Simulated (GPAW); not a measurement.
# BP (F-43m) in GPAW: a series of runs

Aim: see how the results for BP move with the level of theory and the settings. Levels: PBEsol, RPBE. Tasks: band structure.

All numbers are computed with GPAW 26.7.0; they aren't measurements. Logs are shortened: lines on timing, memory, paths and dates and some standing lists are left out, and cuts for length are marked. The log counts tension as positive stress, the text compression.

## (1) The structure

It takes space group F-43m (No. 216, cubic). Conventional cell: a = 4.538 Å, b = 4.538 Å, c = 4.538 Å, α = 90.00°, β = 90.00°, γ = 90.00°. Around P (site symmetry -43m) lie 4 B at 1.97 Å. Around B (site symmetry -43m) lie 4 P at 1.97 Å.

## (2) Band structure, PBEsol

Contents of run.py:

```python
from ase import Atoms
from ase.dft.bandgap import bandgap
from ase.io import write
from ase.units import GPa
from gpaw import GPAW, PW, setup_paths

setup_paths.insert(0, '.')

atoms = Atoms(['P', 'B'],
              cell=[[0.0, 2.269, 2.269],
                    [2.269, 0.0, 2.269],
                    [2.269, 2.269, 0.0]],
              scaled_positions=[[0.75, 0.75, 0.75],
                                [0.0, 0.0, 0.0]],
              pbc=True)

calc = GPAW(mode=PW(800),
            xc='PBEsol',
            kpts={'size': (10, 10, 10), 'gamma': True},
            occupations={'name': 'fermi-dirac', 'width': 0.05},
            nbands=11,
            convergence={'density': 1e-05, 'energy': 1e-05},
            maxiter=150,
            txt='gpaw.txt')
atoms.calc = calc
energy = atoms.get_potential_energy()
forces = atoms.get_forces()
stress = atoms.get_stress()
calc.write('gs.gpw')
write('result.traj', atoms)
print(f'Energy: {energy:.6f} eV')
print('Forces (eV/A):')
print(forces.round(4))
print('Stress (GPa):', (stress / GPa).round(3))
print('Fermi level:', round(calc.get_fermi_level(), 4), 'eV')
print(f'Gap: {bandgap(calc)[0]:.4f} eV, direct: {bandgap(calc, direct=True)[0]:.4f} eV')

path = atoms.cell.bandpath('GXWKGLUWLK,UX', npoints=80, eps=1e-4)
bs_calc = calc.fixed_density(kpts=path, symmetry='off', nbands=19,
                             convergence={'bands': 'CBM+6.0', 'eigenstates': 1e-6}, txt='bands.txt')
bs = bs_calc.band_structure()
bs.write('bs.json')
print(f'Gap on the path: {bandgap(bs_calc)[0]:.4f} eV')
```

Potentials or basis: PAW data sets generated in the run's folder for this functional, pw.

Launch:

```console
$ gpaw-setup -f PBEsol B P
$ OMP_NUM_THREADS=1 python run.py
```

gpaw.txt:

```text
__  _  _
 | _ |_)|_||  |
 |__||  | ||/\| - 26.7.0

Input parameters:
  mode=PW(ecut=800.0),
  convergence={'density': 1e-05, 'energy': 1e-05},
  kpts=MonkhorstPack(size=(10, 10, 10), gamma=True),
  maxiter=150,
  nbands=11,
  occupations=Occupations(name='fermi-dirac', width=0.05),
  xc=XC(name='PBEsol')

Diagonalizing LCAO Hamiltonian
Converting LCAO to pw mode

                  P

       B

Atoms  # Å, Bohr magnetons
|   | symbol |        x |        y |        z |    initial magnetic moments |
|---|--------|----------|----------|----------|-----------------------------|
| 0 |      P | 3.403500 | 3.403500 | 3.403500 | ( 0.0000,  0.0000,  0.0000) |
| 1 |      B | 0.000000 | 0.000000 | 0.000000 | ( 0.0000,  0.0000,  0.0000) |

Unit cell  # Å
| periodic |        x |        y |        z |  lengths |    angles |
|----------|----------|----------|----------|----------|-----------|
|      yes | 0.000000 | 2.269000 | 2.269000 | 3.208851 | 60.000000 |
|      yes | 2.269000 | 0.000000 | 2.269000 | 3.208851 | 60.000000 |
|      yes | 2.269000 | 2.269000 | 0.000000 | 3.208851 | 60.000000 |

Number of symmetries: 24
Symmetry operations  # r_c * U_cc + t_c -> r_c
|    | kind |            matrix            |
|----|------|------------------------------|
|  0 |  E   |  1, 0, 0,  0, 1, 0,  0, 0, 1 |
|  1 |  σ   |  1, 0, 0,  0, 0, 1,  0, 1, 0 |
|  2 |  σ   |  1, 0,-1,  0, 1,-1,  0, 0,-1 |
|  3 |  C3  |  1, 0,-1,  0, 0,-1,  0, 1,-1 |
|  4 |  C3  |  1,-1, 0,  0,-1, 1,  0,-1, 0 |
|  5 |  σ   |  1,-1, 0,  0,-1, 0,  0,-1, 1 |
|  6 |  σ   |  0, 1, 0,  1, 0, 0,  0, 0, 1 |
|  7 |  C3  |  0, 1, 0,  0, 0, 1,  1, 0, 0 |
|  8 |  C2  |  0, 1,-1,  1, 0,-1,  0, 0,-1 |
|  9 |  S4  |  0, 1,-1,  0, 0,-1,  1, 0,-1 |
| 10 |  C3  |  0, 0, 1,  1, 0, 0,  0, 1, 0 |
| 11 |  σ   |  0, 0, 1,  0, 1, 0,  1, 0, 0 |
| 12 |  S4  |  0, 0,-1,  1, 0,-1,  0, 1,-1 |
| 13 |  C3  |  0, 0,-1,  0, 1,-1,  1, 0,-1 |
| 14 |  S4  |  0,-1, 1,  1,-1, 0,  0,-1, 0 |
| 15 |  C2  |  0,-1, 1,  0,-1, 0,  1,-1, 0 |
| 16 |  C3  |  0,-1, 0,  1,-1, 0,  0,-1, 1 |
| 17 |  S4  |  0,-1, 0,  0,-1, 1,  1,-1, 0 |
| 18 |  S4  | -1, 1, 0, -1, 0, 1, -1, 0, 0 |
| 19 |  C3  | -1, 1, 0, -1, 0, 0, -1, 0, 1 |
| 20 |  C3  | -1, 0, 1, -1, 1, 0, -1, 0, 0 |
| 21 |  S4  | -1, 0, 1, -1, 0, 0, -1, 1, 0 |
| 22 |  σ   | -1, 0, 0, -1, 1, 0, -1, 0, 1 |
| 23 |  C2  | -1, 0, 0, -1, 0, 1, -1, 1, 0 |

BZ-sampling:
  Number of BZ points: 1000
  Number of IBZ points: 47

  Monkhorst-Pack size: [10, 10, 10]
  Monkhorst-Pack shift: [0.05, 0.05, 0.05]

K-points  # in reciprocal-cell coordinates
|     |                                coordinates |     weight |
|-----|--------------------------------------------|------------|
|   0 | (  0.00000000,   0.00000000,   0.00000000) | 0.00100000 |
|   1 | (  0.10000000,   0.10000000,   0.00000000) | 0.00600000 |
|   2 | (  0.10000000,   0.10000000,   0.10000000) | 0.00800000 |
|   3 | (  0.20000000,   0.10000000,   0.10000000) | 0.01200000 |
|   4 | (  0.20000000,   0.20000000,   0.00000000) | 0.00600000 |
|   5 | (  0.20000000,   0.20000000,   0.10000000) | 0.02400000 |
|   6 | (  0.20000000,   0.20000000,   0.20000000) | 0.00800000 |
|   7 | (  0.30000000,   0.20000000,   0.10000000) | 0.02400000 |
|   8 | (  0.30000000,   0.20000000,   0.20000000) | 0.02400000 |
|   9 | (  0.30000000,   0.30000000,   0.00000000) | 0.00600000 |
| ... |                                            |            |
|  46 | (  0.50000000,   0.50000000,   0.50000000) | 0.00400000 |

Plane wave coefficients: 1243
Cutoff: 800.0 eV

Spin-components: 1 (collinear spins)
Bands:           11
Projectors:      10
Spin-degeneracy: 2
Datatype:        complex128

Parallelization:
  kpt:    1
  domain: 1
  band:   1

Density:
  Valence electrons: 8.0
  Components: 1
  Grid points: [21 21 21]
  Charge: 0.0  # |e|

Potential:
  Grid points: [21 21 21]

species:
  P:
    name:    Phosphorus
    Z:       15.0
    valence: 5
    core:    10
    charge:  0.0  # [|e|]
    compensation charges:
      type: gauss
      rc: 0.30  # [Å]
      lmax: 2
    cutoffs:
      filter: 1.69  # [Å]
      core: 1.81  # [Å]
    projectors
    | kind |    occ | energy [eV] | rcut [Å] |
    |------|--------|-------------|----------|
    |   3s |  2.000 |     -13.916 |    0.953 |
    |   3p |  3.000 |      -5.479 |    0.953 |
    |    s |        |      13.296 |    0.953 |
    |    p |        |      21.732 |    0.953 |
    |    d |        |       0.000 |    0.953 |

    Using partial waves for P as LCAO basis

  B:
    name:    Boron
    Z:       5.0
    valence: 3
    core:    2
    charge:  0.0  # [|e|]
    compensation charges:
      type: gauss
      rc: 0.20  # [Å]
      lmax: 2
    cutoffs:
      filter: 1.14  # [Å]
      core: 1.42  # [Å]
    projectors
    | kind |    occ | energy [eV] | rcut [Å] |
    |------|--------|-------------|----------|
    |   2s |  2.000 |      -9.361 |    0.635 |
    |   2p |  1.000 |      -3.555 |    0.635 |
    |    s |        |      17.850 |    0.635 |
    |    p |        |      23.657 |    0.635 |
    |    d |        |       0.000 |    0.635 |

    Using partial waves for B as LCAO basis

Reference energy: -9952.749089  # eV

eigensolver:
  PPCG
  Converge bands: occupied
  niter=2

density mixing:
  MSR1-Mixer
  Pratt-step length: 0.05
  Maximum mixing coefficient: 0.75
  Old densities: 10
  SVD Regularization: 0.005
  Good broyden scale: 1.0
  Trust region scale: 1.0
  Backstep threshold: 4.0
  History deletion threshold: 6.0
  Fourier metric: weight=20.0, sigma=0.015

occupation numbers:
  Fermi-Dirac:
    width: 0.0500  # eV

poisson solver:
  ecut: 6400.0  # eV

xc functional:
  name: PBEsol with 2 nearest neighbor stencil

convergence criteria:
- Maximum integral of absolute [dens]ity change: 1e-05 electrons / valence electron
- Maximum [total energy] change in last 3 cyles: 1e-05 eV / valence electron
- Maximum integral of absolute [eigenst]ate change: 4e-08 eV^2 / valence electron
maximum number of iterations: 150

SCF iterations
|iter     | |      energy | eigst |  dens |
|---------|-|-------------|-------|-------|
|iter:   1| |  -14.355704 | +0.12 |       |
|iter:   2| |  -14.240239 | -2.14 | -0.71 |
|iter:   3| |  -13.711745 | -1.52 | -0.75 |
|iter:   4| |  -13.703701 | -3.05 | -1.46 |
|iter:   5| |  -13.703539 | -4.17 | -1.97 |
|iter:   6| |  -13.703553 | -5.39 | -2.62 |
|iter:   7| |  -13.703554c| -7.26 | -3.79 |
|iter:   8| |  -13.703554c| -7.58c| -4.39 |
|iter:   9| |  -13.703554c| -8.72c| -5.63c|

Converged in 9 steps
Energy contributions relative to reference atoms: (reference = -9952.749089)

Energy contributions:
  Kinetic:          13.513201
  Coulomb:         -11.834068
  Zero:             -0.022034
  External:          0.000000
  Xc:              -15.360653
  Entropy:          -0.000000
  Spinorbit:         0.000000
  ----------------------------
  Free energy:     -13.703554
  Extrapolated:    -13.703554

dipole moment: (-3.345391, -3.345391, -3.345391)  # |e|*Ang

Fermi level: 8.719
Eigenvalues  # (at kpt = [0.000, 0.000, 0.000])
| band index |      eig [eV] | occ [0-2] |
|------------|---------------|-----------|
|          0 |        -7.320 |     2.000 |
|          1 |         8.170 |     2.000 |
|          2 |         8.170 |     2.000 |
|          3 |         8.170 |     2.000 |
|          4 |        11.534 |     0.000 |
|          5 |        11.534 |     0.000 |
|          6 |        11.534 |     0.000 |
|          7 |        15.529 |     0.000 |
|          8 |        19.460 |     0.000 |
|          9 |        20.161 |     0.000 |
|         10 |        20.161 |     0.000 |

Gap: 1.135 eV
Transition (v -> c):
  (s=0, k=0, n=3, [0.00, 0.00, 0.00]) -> (s=0, k=24, n=4, [0.40, 0.40, 0.00])
Direct/indirect transitions are different
Direct gap: 3.365 eV
Transition at: (s=0, k=0, n=3, [0.00, 0.00, 0.00])

Forces  # eV/Ang
|        x |        y |       z |
|----------|----------|---------|
|  0.00000 | -0.00000 | 0.00000 |  # P    0
| -0.00000 | -0.00000 | 0.00000 |  # B    1

Stress tensor  # eV/Ang^3
|         x |         y |        z |
|-----------|-----------|----------|
|  0.010840 | -0.000000 | 0.000000 |
| -0.000000 |  0.010840 | 0.000000 |
|  0.000000 |  0.000000 | 0.010840 |

# Writing to gs.gpw (mode='')
```

Run time: 30 s. Hardware: 1 thread of Arm Neoverse V1, shared host; peak memory 0.21 GiB.

Results:

```yaml
Free_energy: -13.7036 eV
Pressure: -1.7 GPa
Band_gap_on_the_k_mesh: 1.14 eV, indirect (least direct gap 3.36 eV)
Band_gap_along_the_path: 1.13 eV, indirect (least direct gap 3.36 eV)
```

Levels at the corners of the path, in eV from the valence-band top:
```csv
point,band 1,band 2,band 3,band 4,band 5,band 6,band 7,band 8
Γ,-15.49,0.00,0.00,0.00,3.36,3.36,3.36,7.36
X,-10.61,-8.59,-4.14,-4.14,1.23,1.52,12.05,12.05
W,-10.33,-8.05,-5.74,-5.53,5.23,6.63,7.20,7.41
K,-10.61,-8.17,-6.29,-3.52,2.03,5.90,9.68,10.56
Γ,-15.49,0.00,0.00,0.00,3.36,3.36,3.36,7.36
L,-12.14,-9.09,-1.76,-1.76,3.73,4.64,4.64,9.97
U,-10.61,-8.17,-6.29,-3.52,2.03,5.90,9.68,10.56
W,-10.33,-8.05,-5.74,-5.53,5.23,6.63,7.20,7.41
L,-12.14,-9.09,-1.76,-1.76,3.73,4.64,4.64,9.97
K,-10.61,-8.17,-6.29,-3.52,2.03,5.90,9.68,10.56
U,-10.61,-8.17,-6.29,-3.52,2.03,5.90,9.68,10.56
X,-10.61,-8.59,-4.14,-4.14,1.23,1.52,12.05,12.05
```

## (3) Band structure, RPBE

run.py, as its differences from that of step 2:

```diff
@@ -1,19 +1,10 @@
-from ase import Atoms
 from ase.dft.bandgap import bandgap
-from ase.io import write
+from ase.io import read, write
 from ase.units import GPa
-from gpaw import GPAW, PW, setup_paths
+from gpaw import GPAW, PW
 
-setup_paths.insert(0, '.')
-
-atoms = Atoms(['P', 'B'],
-              cell=[[0.0, 2.269, 2.269],
-                    [2.269, 0.0, 2.269],
-                    [2.269, 2.269, 0.0]],
-              scaled_positions=[[0.75, 0.75, 0.75],
-                                [0.0, 0.0, 0.0]],
-              pbc=True)
+atoms = read('BP.xyz')
 
 calc = GPAW(mode=PW(800),
-            xc='PBEsol',
+            xc='RPBE',
             kpts={'size': (10, 10, 10), 'gamma': True},
```

Contents of BP.xyz:

```xyz
2
Lattice="0.0000000000 2.2690000000 2.2690000000 2.2690000000 0.0000000000 2.2690000000 2.2690000000 2.2690000000 0.0000000000" Properties=species:S:1:pos:R:3 pbc="T T T"
P      3.4035000000      3.4035000000      3.4035000000
B      0.0000000000      0.0000000000      0.0000000000
```

Potentials or basis: the program's PAW data sets (release 1.2.1) made for this functional, pw.

Launch:

```console
$ OMP_NUM_THREADS=1 python run.py
```

Run time: 29 s. Hardware: 1 thread of Arm Neoverse V1, shared host; peak memory 0.21 GiB.

The run converged. Its results:

| Property | Result |
| --- | --- |
| Free energy | -12.1314 eV |
| Pressure | 4.2 GPa |
| Band gap on the k mesh | 1.27 eV, indirect (least direct gap 3.41 eV) |
| Band gap along the path | 1.26 eV, indirect (least direct gap 3.41 eV) |

Levels at the corners of the path, in eV from the valence-band top:
```csv
point,band 1,band 2,band 3,band 4,band 5,band 6,band 7,band 8
Γ,-15.48,0.00,0.00,0.00,3.41,3.41,3.41,7.43
X,-10.61,-8.63,-4.12,-4.12,1.35,1.71,12.16,12.16
W,-10.34,-8.11,-5.67,-5.47,5.37,6.80,7.29,7.45
K,-10.62,-8.21,-6.22,-3.51,2.18,6.04,9.75,10.64
Γ,-15.48,0.00,0.00,0.00,3.41,3.41,3.41,7.43
L,-12.16,-9.05,-1.76,-1.76,3.80,4.71,4.71,10.26
U,-10.62,-8.21,-6.22,-3.51,2.18,6.04,9.75,10.64
W,-10.34,-8.11,-5.67,-5.47,5.37,6.80,7.29,7.45
L,-12.16,-9.05,-1.76,-1.76,3.80,4.71,4.71,10.26
K,-10.62,-8.21,-6.22,-3.51,2.18,6.04,9.75,10.64
U,-10.62,-8.21,-6.22,-3.51,2.18,6.04,9.75,10.64
X,-10.61,-8.63,-4.12,-4.12,1.35,1.71,12.16,12.16
```
